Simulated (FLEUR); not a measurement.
# Hf (Im-3m) in FLEUR: further runs

Runs on Hf. Level: PBEsol. Tasks: equation of state.

Everything below comes from runs of FLEUR MaX-R8.1 (later development tree). Logs are shortened: lines on timing, memory, paths and dates and some standing lists are left out, and cuts for length are marked.

## (1) The crystal as given

Symmetry: Im-3m, No. 229, cubic system. Conventional cell: a = 3.610 Å, b = 3.610 Å, c = 3.610 Å, α = 90.00°, β = 90.00°, γ = 90.00°. Hf (site symmetry m-3m) is surrounded by 8 Hf at 3.13 Å.

This isn't the form of Hf at room conditions, which is hcp.

## (2) Equation of state, PBEsol, 22.11 Å³/atom (volume scaled by 0.94)

The input, inp.xml:

```xml
<?xml version="1.0" encoding="UTF-8" standalone="no"?>
<fleurInput fleurInputVersion="0.39">
   <comment>
      Hf                                                                                                  
   </comment>
   <calculationSetup>
      <cutoffs Kmax="4.1" Gmax="12.7" GmaxXC="12.7" numbands="0"/>
      <scfLoop itmax="60" minDistance="0.00001" maxIterBroyd="15" imix="Anderson" alpha="0.05" precondParam="0.0" spinf="2.0" sdNocoIR="T"/>
      <coreElectrons ctail="T" frcor="F" kcrel="0" coretail_lmax="0"/>
      <xcFunctional name="PBEs" relativisticCorrections="F"/>
      <magnetism jspins="1"/>
      <soc l_soc="F" theta="0.0" phi="0.0" spav="F"/>
      <expertModes spex="0" secvar="F"/>
      <geometryOptimization l_f="F" forcealpha="1.0" forcemix="BFGS" epsdisp="0.0005" epsforce="0.0002"/>
      <ldaU l_linMix="F" mixParam="0.05" spinf="1.0"/>
   </calculationSetup>
   <cell>
      <bzIntegration valenceElectrons="26.0" mode="hist" fermiSmearingEnergy="0.00183747">
         <kPointListSelection listName="default-1"/>
         <!-- k-points included here -->
         <xi:include xmlns:xi="http://www.w3.org/2001/XInclude" href="kpts.xml"> </xi:include>
      </bzIntegration>
      <!-- symmetry operations included here -->
      <xi:include xmlns:xi="http://www.w3.org/2001/XInclude" href="sym.xml"> </xi:include>
      <bulkLattice scale="0.9795861087">
         <bravaisMatrix>
            <row-1>   -3.4109556549029998     3.4109556549029998     3.4109556549029998</row-1>
            <row-2>    3.4109556549029998    -3.4109556549029998     3.4109556549029998</row-2>
            <row-3>    3.4109556549029998     3.4109556549029998    -3.4109556549029998</row-3>
         </bravaisMatrix>
      </bulkLattice>
   </cell>
   <atomSpecies>
      <species name="Hafnium (Hf)" element="Hf" atomicNumber="72">
         <mtSphere radius="2.66" gridPoints="879" logIncrement="0.015"/>
         <atomicCutoffs lmax="10" lnonsphr="10"/>
         <electronConfig flipSpins="F">
            <coreConfig>(1s1/2) (2s1/2) (2p1/2) (2p3/2) (3s1/2) (3p1/2) (3p3/2) (4s1/2) (3d3/2) (3d5/2) (4p1/2) (4p3/2) (4d3/2) (4d5/2)</coreConfig>
            <valenceConfig>(5s1/2) (5p1/2) (5p3/2) (6s1/2) (4f5/2) (4f7/2) (5d3/2) (5d5/2)</valenceConfig>
            <stateOccupation state="(5d3/2)" spinUp="0.400000" spinDown="0.400000"/>
            <stateOccupation state="(5d5/2)" spinUp="0.600000" spinDown="0.600000"/>
         </electronConfig>
         <energyParameters s="6" p="6" d="5" f="4"/>
         <lo type="SCLO" l="0" n="5" eDeriv="0"/>
         <lo type="SCLO" l="1" n="5" eDeriv="0"/>
         <lo type="SCLO" l="2" n="5" eDeriv="2"/>
         <lo type="SCLO" l="3" n="4" eDeriv="2"/>
      </species>
   </atomSpecies>
   <atomGroups>
      <atomGroup species="Hafnium (Hf)">
         <relPos label="                   1">.0000000000 .0000000000 .0000000000</relPos>
         <force calculate="T" relaxXYZ="TTT"/>
      </atomGroup>
   </atomGroups>
   <output dos="F" band="F" slice="F">
      <checks vchk="F" cdinf="F"/>
      <bandDOS minEnergy="-.5*Htr" maxEnergy="0.5*Htr" sigma="0.015" storeEVData="T"/>
      <vacuumDOS vacdos="F" integ="F" star="F" nstars="0" locx1="0.0" locy1="0.0" locx2="0.0" locy2="0.0" nstm="0" tworkf="0.0"/>
      <unfoldingBand unfoldBand="F" supercellX="1" supercellY="1" supercellZ="1"/>
      <plotting iplot="0" polar="F">
         <plot TwoD="T" vec1="  1.0  0.0  0.0" vec2="  0.0  1.0  0.0" vec3="  0.0  0.0  1.0" zero="  0.0  0.0  0.0" file="plot"/>
      </plotting>
      <chargeDensitySlicing numkpt="0" minEigenval="0.0" maxEigenval="0.0" nnne="0" pallst="F"/>
      <specialOutput eonly="F"/>
      <moessbauerParams electricFieldGradient="T" isomerShift="T" coreHyperfine="T" valenceHyperfine="T"/>
      <magneticCircularDichroism mcd="F" energyLo="-10.0" energyUp="0.0"/>
   </output>
  <!-- We include the file relax.xml here to enable relaxations (see documentation) -->
  <xi:include xmlns:xi="http://www.w3.org/2001/XInclude" href="relax.xml"> <xi:fallback/> </xi:include>
</fleurInput>
```

Potentials or basis: all-electron, FLAPW.

Command:

```
> inpgen -f crystal.txt -profile fastHighL
> # inp.xml edited to the form shown
> fleur_MPI
```

The program printed:

```text
Welcome to FLEUR        (www.flapw.de)
      MaX-Release 8.1          (www.max-centre.eu)

 ========== k-point set info ==========
 Selected k-point list: default-1
 k-point list type: mesh
 10 x 10 x 10
 Number of k points: 47

 ------------Calculation Setup---------------------------
 Number of MPI-tasks      :            1
 Number of PE/node        :            1
 Number of OMP-threads    :            1
 Most efficient MPI parallelization for:
           1          47
 Additional eigenvalue parallelization possible
 Number of basis functions:          216
 Approximate size of matrices (H+S) per k-point:         0.001 GB
 --------------------------------------------------------
 Iteration:     1   Distance:       8.74472207 me/bohr^3
 Iteration:     2   Distance:       7.79790599 me/bohr^3
 Iteration:     3   Distance:       4.27257607 me/bohr^3
 Iteration:     4   Distance:       1.01911031 me/bohr^3
 Iteration:     5   Distance:       0.82571248 me/bohr^3
 Iteration:     6   Distance:       0.25849964 me/bohr^3
 Iteration:     7   Distance:       0.24634530 me/bohr^3
 Iteration:     8   Distance:       0.02508541 me/bohr^3
 Iteration:     9   Distance:       0.00421970 me/bohr^3
 Iteration:    10   Distance:       0.00411945 me/bohr^3
 Iteration:    11   Distance:       0.00012818 me/bohr^3
 Iteration:    12   Distance:       0.00015184 me/bohr^3
 Iteration:    13   Distance:       0.00000247 me/bohr^3

 ********************************************************************
 Run finished successfully
 Stop message:
   all done
 ********************************************************************
```

out.xml (last iteration):

```text
<iteration numberForCurrentRun="   13" overallNumber="   13">
         <energyParameters units="Htr">
            <atomicEP atomType="1" spin="1" branch="6s" branchLowest="-1.84" branchHighest="1.85" value="0.2714925137"/>
            <atomicEP atomType="1" spin="1" branch="6p" branchLowest="-0.64" branchHighest="2.68" value="0.4064905167"/>
            <atomicEP atomType="1" spin="1" branch="5d" branchLowest="-6.97" branchHighest="0.90" value="0.4198845843"/>
            <atomicEP atomType="1" spin="1" branch="4f" branchLowest="-9.99" branchHighest="-0.01" value="0.0068482967"/>
            <loAtomicEP atomType="1" spin="1" branch="5s" branchLowest="-18.18" branchHighest="-1.84" value="-1.8578703523"/>
            <loAtomicEP atomType="1" spin="1" branch="5p" branchLowest="-13.28" branchHighest="-0.64" value="-0.7248855375"/>
            <loAtomicEP atomType="1" spin="1" branch="5d" branchLowest="-6.97" branchHighest="0.90" value="0.4166895855"/>
            <loAtomicEP atomType="1" spin="1" branch="4f" branchLowest="-9.99" branchHighest="-0.01" value="-0.0145357081"/>
         </energyParameters>
         <eigenvalues>
            <eigenvaluesAt spin="1" ikpt="1" k_x="0.00000000" k_y="0.00000000" k_z="0.00000000">
                      -1.8604037518       -0.6926310438       -0.6926310438       -0.6926310438       -0.0219808570
                      -0.0219808570       -0.0219808570       -0.0192129235       -0.0192129235       -0.0192129235
                      -0.0180473078        0.1397299915        0.4549831555        0.4549831555        0.4549831555
                       0.5589323297        0.5589323297        0.8898531230        0.8898531230        0.8898531230
                       1.2435181265
            </eigenvaluesAt>
            <eigenvaluesAt spin="1" ikpt="2" k_x="0.00000000" k_y="0.00000000" k_z="0.10000000">
                      -1.8601528747       -0.6958507956       -0.6936355723       -0.6926451359       -0.0218955571
                      -0.0217875996       -0.0217854201       -0.0193954061       -0.0192855481       -0.0192767937
                      -0.0182892410        0.1533648168        0.4457110412        0.4508387964        0.4686921440
                       0.5456576457        0.5590149213        0.9019649755        0.9143833134        0.9255340259
                       1.1457257063
            </eigenvaluesAt>
            <eigenvaluesAt spin="1" ikpt="3" k_x="0.00000000" k_y="0.00000000" k_z="0.20000000">
                      -1.8594948138       -0.7040561283       -0.6962408935       -0.6926832348       -0.0217117364
                      -0.0212765184       -0.0212630203       -0.0198341551       -0.0196973525       -0.0194072188
                      -0.0186597963        0.1903371739        0.4242299420        0.4319455523        0.5084732669
                       0.5364762528        0.5615376201        0.9118024839        0.9665065889        0.9810589911
                       1.0799283649
            </eigenvaluesAt>
            <eigenvaluesAt spin="1" ikpt="4" k_x="0.00000000" k_y="0.00000000" k_z="0.30000000">
                      -1.8586785755       -0.7137880231       -0.6994135584       -0.6927327887       -0.0215997997
                      -0.0208467844       -0.0206287311       -0.0204662457       -0.0200624378       -0.0194535920
                      -0.0187710049        0.2368458506        0.4016452657        0.4121859623        0.5466194065
                       0.5698698440        0.5698958377        0.8663061098        0.8932715714        1.0762412898
                       1.0935484640
            </eigenvaluesAt>
         </eigenvalues>
         <bandgap value="0.0249355553" units="eV"/>
         <sumValenceSingleParticleEnergies value="-6.9074917178" units="Htr"/>
         <FermiEnergy value="0.3999714256" units="Htr"/>
         <valenceDensity>
            <mtCharges spin="1">
               <mtCharge atomType="1" total="24.1103283" s="2.3795432" p="6.1518762" d="1.5844442" f="13.9905656"/>
            </mtCharges>
            <spinDependentCharge spin="1" total="26.0000000" interstitial="1.8896717" mtSpheres="24.1103283"/>
            <totalCharge value="26.0000000000"/>
         </valenceDensity>
         <coreStates atomType="     1" atomicNumber=" 72" spin="1" kinEnergy="  16342.6559367648" eigValSum="  -9216.9002580811" lostElectrons=" 0.000001">
            <state n="1" l="0" j="0.5" energy="-2394.6189957362" weight="1.0000000000"/>
            <state n="2" l="0" j="0.5" energy="-408.7830776168" weight="1.0000000000"/>
            <state n="2" l="1" j="0.5" energy="-390.3985205688" weight="1.0000000000"/>
            <state n="2" l="1" j="1.5" energy="-346.6199256634" weight="2.0000000000"/>
            <state n="3" l="0" j="0.5" energy="-92.6720196937" weight="1.0000000000"/>
            <state n="3" l="1" j="0.5" energy="-84.5241535820" weight="1.0000000000"/>
            <state n="3" l="1" j="1.5" energy="-75.1431137042" weight="2.0000000000"/>
            <state n="4" l="0" j="0.5" energy="-18.1823553416" weight="1.0000000000"/>
            <state n="3" l="2" j="1.5" energy="-61.3521326084" weight="2.0000000000"/>
            <state n="3" l="2" j="2.5" energy="-59.3056385173" weight="3.0000000000"/>
            <state n="4" l="1" j="0.5" energy="-14.8459939443" weight="1.0000000000"/>
            <state n="4" l="1" j="1.5" energy="-12.6958283860" weight="2.0000000000"/>
            <state n="4" l="2" j="1.5" energy="-7.2134812675" weight="2.0000000000"/>
            <state n="4" l="2" j="2.5" energy="-6.8197112488" weight="3.0000000000"/>
         </coreStates>
         <allElectronCharges>
            <spinDependentCharge spin="1" total="72.0000000" interstitial="1.8896727" mtSpheres="70.1103273"/>
            <totalCharge value="71.9999999995"/>
         </allElectronCharges>
         <moessbauerParams unitsHFF="kG" unitsIS="e/bohr^3" unitsEFG="Htr/bohr^2">
            <coreIsomerShift atomType="1" isTotal="1280492.33893">
               <shell n="1" l="0" isomerShift="1075900.05890"/>
               <shell n="2" l="0" isomerShift="151307.51200"/>
               <shell n="2" l="1" isomerShift="8621.87773"/>
               <shell n="3" l="0" isomerShift="33733.30546"/>
               <shell n="3" l="1" isomerShift="2144.39798"/>
               <shell n="4" l="0" isomerShift="8272.46897"/>
               <shell n="3" l="2" isomerShift="0.00081"/>
               <shell n="4" l="1" isomerShift="512.71687"/>
               <shell n="4" l="2" isomerShift="0.00020"/>
            </coreIsomerShift>
            <isomerShift atomType="1" nucleusRadius="0.0001330" averageDensity="1281945.15973"/>
            <electricFieldGradient atomType="1" VXX="0.00000" VYY="0.00000" VZZ="0.00000" asymParam="0.00000">
            </electricFieldGradient>
         </moessbauerParams>
         <totalEnergy                                    value="   -15093.2804686856" units="Htr">
            <sumOfEigenvalues                            value="    -9223.8077497990">
               <coreElectrons value="-9216.9002580811"/>
               <valenceElectrons value="-6.9074917178"/>
            </sumOfEigenvalues>
            <densityCoulombPotentialIntegral value="-25705.6249655898"/>
            <densityEffectivePotentialIntegral value="-26107.7194895542"/>
            <chargeDenXCDenIntegral value="-305.3300241972"/>
            <FockExchangeEnergyValence value="0.0000000000"/>
            <FockExchangeEnergyCore value="0.0000000000"/>
            <atomTypeDependentContributions atomType="1">
               <electronNucleiInteractionDifferentMTs value="18780.8461479425"/>
               <MadelungTerm value="-38.2035535063"/>
            </atomTypeDependentContributions>
            <tkbTimesEntropy value="0.0004927394"/>
            <freeEnergy value="-15093.2809614250"/>
            <extrapolationTo0K value="-15093.2807150553"/>
         </totalEnergy>
         <densityConvergence units="me/bohr^3">
            <chargeDensity spin="1" distance="0.0000024664"/>
         </densityConvergence>
      </iteration>
```

It took 13 s on 1 thread of Arm Neoverse V2, shared host; peak memory 0.07 GiB.

What came out:

* Free energy: -410709.0980 eV
* Band gap on the k mesh: none (metal or under the smearing width)
* Valence electrons inside the program's atomic spheres: Hf 24.11 (radii Hf 2.66 bohr)

## (3) Equation of state, PBEsol, 22.58 Å³/atom (volume scaled by 0.96)

Changes to inp.xml since step 2:

```diff
@@ -24,3 +24,3 @@
       <xi:include xmlns:xi="http://www.w3.org/2001/XInclude" href="sym.xml"> </xi:include>
-      <bulkLattice scale="0.9795861087">
+      <bulkLattice scale="0.9864848297">
          <bravaisMatrix>
```

Potentials or basis: all-electron, FLAPW.

Command:

```
> inpgen -f crystal.txt -profile fastHighL
> # inp.xml edited to the form shown
> fleur_MPI
```

Wall time 13 s (1 thread of Arm Neoverse V2, shared host); peak memory 0.07 GiB.

Results (log left out):

- Free energy: -410709.0841 eV
- Band gap on the k mesh: none (metal or under the smearing width)
- Valence electrons inside the program's atomic spheres: Hf 24.07 (radii Hf 2.66 bohr)

## (4) Equation of state, PBEsol, 23.05 Å³/atom (volume scaled by 0.98)

Changes to inp.xml since step 3:

```diff
@@ -24,3 +24,3 @@
       <xi:include xmlns:xi="http://www.w3.org/2001/XInclude" href="sym.xml"> </xi:include>
-      <bulkLattice scale="0.9864848297">
+      <bulkLattice scale="0.9932883884">
          <bravaisMatrix>
```

Command:

```
> inpgen -f crystal.txt -profile fastHighL
> # inp.xml edited to the form shown
> fleur_MPI
```

Wall time 13 s (1 thread of Arm Neoverse V2, shared host); peak memory 0.07 GiB.

Results (log left out):

```
Free energy                                           : -410709.0649 eV
Band gap on the k mesh                                : none (metal or under the smearing width)
Valence electrons inside the program's atomic spheres : Hf 24.04 (radii Hf 2.66 bohr)
```

## (5) Equation of state, PBEsol, 23.52 Å³/atom

Changes to inp.xml since step 4:

```diff
@@ -24,3 +24,3 @@
       <xi:include xmlns:xi="http://www.w3.org/2001/XInclude" href="sym.xml"> </xi:include>
-      <bulkLattice scale="0.9932883884">
+      <bulkLattice scale="1.0000000000">
          <bravaisMatrix>
```

Command:

```
> inpgen -f crystal.txt -profile fastHighL
> # inp.xml edited to the form shown
> fleur_MPI
```

It took 14 s on 1 thread of Arm Neoverse V2, shared host; peak memory 0.07 GiB.

Results (log left out):

```yaml
Free_energy: -410709.0408 eV
Band_gap_on_the_k_mesh: none (metal or under the smearing width)
Valence_electrons_inside_the_program's_atomic_spheres: Hf 24.01 (radii Hf 2.66 bohr)
```

## (6) Equation of state, PBEsol, 23.99 Å³/atom (volume scaled by 1.02)

Changes to inp.xml since step 5:

```diff
@@ -24,3 +24,3 @@
       <xi:include xmlns:xi="http://www.w3.org/2001/XInclude" href="sym.xml"> </xi:include>
-      <bulkLattice scale="1.0000000000">
+      <bulkLattice scale="1.0066227096">
          <bravaisMatrix>
```

Potentials or basis: all-electron, FLAPW.

Command:

```
> inpgen -f crystal.txt -profile fastHighL
> # inp.xml edited to the form shown
> fleur_MPI
```

Wall time 14 s (1 thread of Arm Neoverse V2, shared host); peak memory 0.07 GiB.

The run converged. Its results:

| Item | Value |
| --- | --- |
| Free energy | -410709.0122 eV |
| Band gap on the k mesh | none (metal or under the smearing width) |
| Valence electrons inside the program's atomic spheres | Hf 23.97 (radii Hf 2.66 bohr) |

## (7) Equation of state, PBEsol, 24.46 Å³/atom (volume scaled by 1.04)

Changes to inp.xml since step 6:

```diff
@@ -24,3 +24,3 @@
       <xi:include xmlns:xi="http://www.w3.org/2001/XInclude" href="sym.xml"> </xi:include>
-      <bulkLattice scale="1.0066227096">
+      <bulkLattice scale="1.0131594038">
          <bravaisMatrix>
```

Command:

```
> inpgen -f crystal.txt -profile fastHighL
> # inp.xml edited to the form shown
> fleur_MPI
```

Run time: 14 s. Hardware: 1 thread of Arm Neoverse V2, shared host; peak memory 0.07 GiB.

It converged, with:

| Item | Value |
| --- | --- |
| Free energy | -410708.9796 eV |
| Band gap on the k mesh | none (metal or under the smearing width) |
| Valence electrons inside the program's atomic spheres | Hf 23.94 (radii Hf 2.66 bohr) |

## (8) Equation of state, PBEsol, 24.93 Å³/atom (volume scaled by 1.06)

Changes to inp.xml since step 7:

```diff
@@ -24,3 +24,3 @@
       <xi:include xmlns:xi="http://www.w3.org/2001/XInclude" href="sym.xml"> </xi:include>
-      <bulkLattice scale="1.0131594038">
+      <bulkLattice scale="1.0196128224">
          <bravaisMatrix>
```

Command:

```
> inpgen -f crystal.txt -profile fastHighL
> # inp.xml edited to the form shown
> fleur_MPI
```

Run time: 14 s. Hardware: 1 thread of Arm Neoverse V2, shared host; peak memory 0.07 GiB.

It converged, with:

```yaml
Free_energy: -410708.9435 eV
Band_gap_on_the_k_mesh: none (metal or under the smearing width)
Valence_electrons_inside_the_program's_atomic_spheres: Hf 23.92 (radii Hf 2.66 bohr)
```

## (9) Equation of state, PBEsol

Potentials or basis: all-electron, FLAPW.

No new run: the results of the series are fitted here.

Results:

```
Equilibrium volume : 21.32 Å³/atom (rough: see the caveat)
Bulk modulus       : 109 GPa (rough)
```

Energy against volume, from the lowest point:
```
volume (Å³/atom)  energy (meV/atom)
          22.112               0.00
          22.582              13.83
          23.052              33.04
          23.523              57.18
          23.993              85.73
          24.464             118.31
          24.934             154.50
```

Caveat: the minimum lies outside the volumes run. The run has no spin-orbit coupling, so splittings on Hf are missing.
